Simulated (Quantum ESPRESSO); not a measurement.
The system is MgS.

```xyz
2
Lattice="0.0000 2.8331 2.8331 2.8331 0.0000 2.8331 2.8331 2.8331 0.0000" Properties=species:S:1:pos:R:3 pbc="T T T"
S     1.4166    1.4166    1.4166
Mg    0.0000    0.0000    0.0000
```

The cell comes from a database or a generator and needn't be the stable form of this composition.

- Program: Quantum ESPRESSO 7.5
- Task: relaxation of cell and atoms
- Functional: PBEsol
- Dispersion: D4
- Potentials or basis: GBRV 1.5 PBEsol
- Cutoff: 612 eV
- Density cutoff: 4898 eV
- k mesh: 8 × 8 × 8
- Occupations: fermi-dirac, width 0.05 eV
- Spin: no spin polarisation

At the start: pressure -1.4 GPa; volume 22.74 Å³/atom.

Where does the relaxation end?

Over 3 steps the energy falls by 2.4 meV/atom and the volume is 22.16 Å³/atom (-2.5 %); space group F-43m (No. 216, to 0.05 Å).

The path:
```tsv
step	energy change (eV)	largest force (eV/Å)	pressure (GPa)	volume (Å³)
1	0.0000	0.0000	-1.44	45.48
2	-0.0016	0.0000	-1.20	45.28
3	-0.0048	0.0000	0.03	44.32
```

Final structure:
```
CELL_PARAMETERS angstrom
0.00000 2.80890 2.80890
2.80890 0.00000 2.80890
2.80890 2.80890 0.00000
ATOMIC_POSITIONS crystal
S 0.25000 0.25000 0.25000
Mg 0.00000 0.00000 0.00000
```
